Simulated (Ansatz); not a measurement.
Relaxed GeTe (alpha-GeTe type, space group R3m):

```
GeTe
1.0
    4.22663     2.44024     7.27983
    0.00000     2.44024     7.27983
    0.00000    -2.44024     3.63992
Ge Te
2 2
Cartesian
  4.22663   2.44024   9.83762
  2.11331   1.22012   6.19770
  4.22663   2.44024  15.64180
  2.11331   1.22012  12.00188
```

A phonon eigenvector at F = (0.5, 0.5, 0.0) is frozen into this cell: atom i moves by Q times the vector below, so Q is the largest atomic displacement, in Å. The cell is held. (q is in reciprocal vectors of the primitive cell; the cell shown is doubled to hold the pattern.)

```
atom      x       y       z
----  -----  ------  ------
Ge1   0.000  -0.580   0.769
Ge2   0.000   0.580  -0.769
Te3   0.000   0.410  -0.912
Te4   0.000  -0.410   0.912
```

These are PBE (plane waves to 420 eV, PAW, scalar-relativistic; Ansatz, a quantum-chemistry and plane-wave program) values and carry that method's errors. k mesh 10×10×10 (Γ-centred), Fermi-Dirac smearing 0.05 eV. Energies are smeared free energies. GeTe was relaxed with its symmetry unable to fall. Spin-orbit coupling is left out, though Te is heavy. ΔE is measured from the undisplaced structure.

| Q (Å) | ΔE (meV/cell) |
|---|---|
| -0.280 | 164.5 |
| -0.187 | 73.4 |
| -0.093 | 18.4 |
| 0.000 | 0.0 |
| 0.093 | 18.4 |
| 0.187 | 73.4 |
| 0.280 | 164.5 |

Which DFPT wavenumber at F = (0.5, 0.5, 0.0) belongs to this mode?
A) 128 cm⁻¹
B) 95 cm⁻¹
C) 55 cm⁻¹
D) 72 cm⁻¹

C, 55 cm⁻¹. The curvature of the scan gives 54 cm⁻¹

(For displaced atoms, the force is minus the slope of the energy, and its curvature is a force constant, which sets phonon frequencies.)
